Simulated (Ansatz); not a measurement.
HfO2 — electrostatic potentials at the O nuclei

Cell: a computed structure from the Materials Project (it need not be an observed phase), ions relaxed with PBE at fixed cell.

Space group P2_1/c (No. 14); a = 5.0942, b = 5.1506, c = 5.2762 Å, β = 99.56°.

| site | Wyckoff | site symmetry | x | y | z |
| --- | --- | --- | --- | --- | --- |
| Hf | 4e | 1 | 0.2773 | 0.4582 | 0.7079 |
| O5 | 4e | 1 | 0.4450 | 0.7414 | 0.9814 |
| O9 | 4e | 1 | 0.0741 | 0.3421 | 0.3364 |

One atom of each set is listed.

Method: Kohn–Sham DFT in Ansatz, r2SCAN, plane waves and PAW (field gradients read without the response of the frozen cores, which leaves them typically 4 to 6 % off), scalar-relativistic, 500 eV cutoff, Γ-centred 5×5×5 k-points, Fermi–Dirac smearing 0.02 eV.

The potential at a nucleus is that of all electrons and the other nuclei. A higher potential binds the core electrons more strongly, so differences between sites of one element are the initial-state part of core-level shifts.

Problem. Rank the O sites by the potential at the nucleus, lowest first, and give each against the lowest.
A. O9: 3 Hf at 2.04–2.14 Å
B. O5: 4 Hf at 2.13–2.23 Å

Solution. A (0.00 V), B (0.54 V).
